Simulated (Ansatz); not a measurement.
**AgCl: strain and displacement**

```
CELL_PARAMETERS angstrom
1.87091 -5.55660 0.00000
1.87091 5.55660 0.00000
0.00000 0.00000 3.92404
ATOMIC_POSITIONS crystal
Ag 0.39656 0.60344 0.75000
Ag 0.60344 0.39656 0.25000
Cl 0.86545 0.13455 0.25000
Cl 0.13455 0.86545 0.75000
```

Atoms are numbered in the order listed.

The cell is the one relaxed in the Materials Project (mp-570858), not relaxed further here; entries there can be hypothetical.

All numbers below come from Ansatz 0.2.0, DFT, PBEsol, all-electron LAPW, scalar-relativistic.

Numerical set-up: a Γ-centred 9×9×8 k mesh, Fermi–Dirac smearing of 0.03 eV, basis error target 1 meV/atom, no spin polarisation.

The unchanged cell is at -2.88 GPa.

Semilocal functionals give too small gaps.

x, y and z are the Cartesian axes of the cell as listed; fractional coordinates follow a strain, and an engineering shear is twice the off-diagonal strain component.

**Question.** With this change (equal xy, yz and zx engineering shear strains of -3 %), what becomes of the energy and stress and forces and gap?

**Answer.** Energy change under 1 meV/atom; stress change (xx, yy, zz, yz, xz, xy) 0.09, 0.10, 0.12, 0.54, 0.04, 0.04 GPa, compression positive; change of the force on Cl3 (-0.038, 0.000, 0.020) eV/Å; gap on the k mesh 0.34 → 0.35 eV.

**Question.** With this change (equal xy, yz and zx engineering shear strains of -1 %), what becomes of the energy and stress and forces and gap?

**Answer.** Energy change under 1 meV/atom; stress change (xx, yy, zz, yz, xz, xy) 0.01, 0.01, 0.01, 0.17, 0.01, 0.01 GPa, compression positive; change of the force on Cl3 (-0.013, 0.000, 0.006) eV/Å; gap on the k mesh 0.34 → 0.34 eV.

With equal xy, yz and zx engineering shear strains of +2 %: energy change under 1 meV/atom; stress change (xx, yy, zz, yz, xz, xy) 0.04, 0.04, 0.05, -0.33, 0.00, 0.00 GPa, compression positive; change of the force on Cl3 (0.028, 0.001, -0.011) eV/Å; gap on the k mesh 0.34 → 0.34 eV.

With equal xy, yz and zx engineering shear strains of -2 %: energy change under 1 meV/atom; stress change (xx, yy, zz, yz, xz, xy) 0.04, 0.04, 0.05, 0.35, 0.02, 0.02 GPa, compression positive; change of the force on Cl3 (-0.026, 0.000, 0.013) eV/Å; gap on the k mesh 0.34 → 0.34 eV.

With equal xy, yz and zx engineering shear strains of +1 %: energy change under 1 meV/atom; stress change (xx, yy, zz, yz, xz, xy) 0.01, 0.01, 0.01, -0.17, 0.00, 0.00 GPa, compression positive; change of the force on Cl3 (0.014, 0.000, -0.006) eV/Å; gap on the k mesh 0.34 → 0.34 eV.

With equal xy, yz and zx engineering shear strains of +3 %: energy change under 1 meV/atom; stress change (xx, yy, zz, yz, xz, xy) 0.09, 0.10, 0.11, -0.49, 0.00, 0.00 GPa, compression positive; change of the force on Cl3 (0.042, 0.002, -0.016) eV/Å; gap on the k mesh 0.34 → 0.35 eV.
